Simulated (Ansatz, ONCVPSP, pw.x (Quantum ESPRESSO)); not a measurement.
# N (Z = 7) (bcc): variants of one ONCV potential in the solid

* Element: N (Z = 7)
* Generator: ONCVPSP 4.0.1.1 (patched build)
* Type: optimised norm-conserving Vanderbilt (ONCV)
* Functional: PBE
* Relativity: scalar-relativistic
* Frozen core: [He]
* Valence charge: 5
* Reference configuration: 2s2 2p3
* Partial waves: 2s: rc 1.15 bohr, ncon 4, nbas 7, qcut 7.2 1/bohr, 1 projector; 2p: rc 2.50 bohr, ncon 3, nbas 8, qcut 6.3 1/bohr, 1 projector
* Local potential: polynomial inside 0.80 bohr (lpopt 3, dvloc0 0 Ha)
* Core correction: polynomial model core, fcfact 0.65

Crystal test: bcc N in pw.x 7.5, no spin, 18³ k-points, Fermi–Dirac smearing 0.01 Ry, cutoffs set for each file from its atomic test. The reference is all-electron LAPW (Ansatz 0.2.0) with the same functional, mesh and smearing; V0 and B0 come from Birch–Murnaghan fits to the pressures at five volumes. Errors are pseudo minus all-electron; Δ is the rms difference of the E(V) curves that follow from these fits, minima aligned, over ±6 % about the mean V0. Mesh and smearing are coarse, so the numbers serve the comparison and aren't converged zero-temperature values; the lattice is a test structure that the element need not adopt. Spin polarisation is left out.

All-electron: a0 = 2.438 Å (V0 = 7.24 Å³/atom), B0 = 184.8 GPa.

Base: The largest radius (2.50 bohr) exceeds half the bond length (2.00 bohr), so the spheres overlap, which is one possible source of error among others. This is a poor potential for the solid. The free energy does not fall steadily as the cutoff rises, most likely since the density grid, which shrinks with it, is too coarse for the model core; the lower cutoffs are not converged.

2 further variants are left out: they gave no file fit for a test, a broken result, the same result as the base, or pressures whose basis-set error rivals the error shown.

A dash in a converged row means that the minimum lies outside the volumes sampled.

| change | cutoffs (Ry) | pw.x | a0 (Å) | a0 error (%) | B0 error (%) | Δ (meV/atom) | mean pressure error (GPa) |
| --- | --- | --- | --- | --- | --- | --- | --- |
| base | 155/620 | converged | 2.464 | +1.07 | -5.1 | 9.2 | +5.96 |
| local potential polynomial inside 0.54 bohr (lpopt 3, dvloc0 0 Ha) | 155/620 | converged | 2.462 | +0.99 | -5.2 | 8.5 | +5.46 |
| core correction Teter function, fcfact 2.25, rcfact 1.7 | 155/620 | converged | 2.464 | +1.06 | -4.6 | 9.1 | +5.94 |

Give the row for: p: qcut 4.

pw.x: converged; mean pressure error (GPa): +29.56.
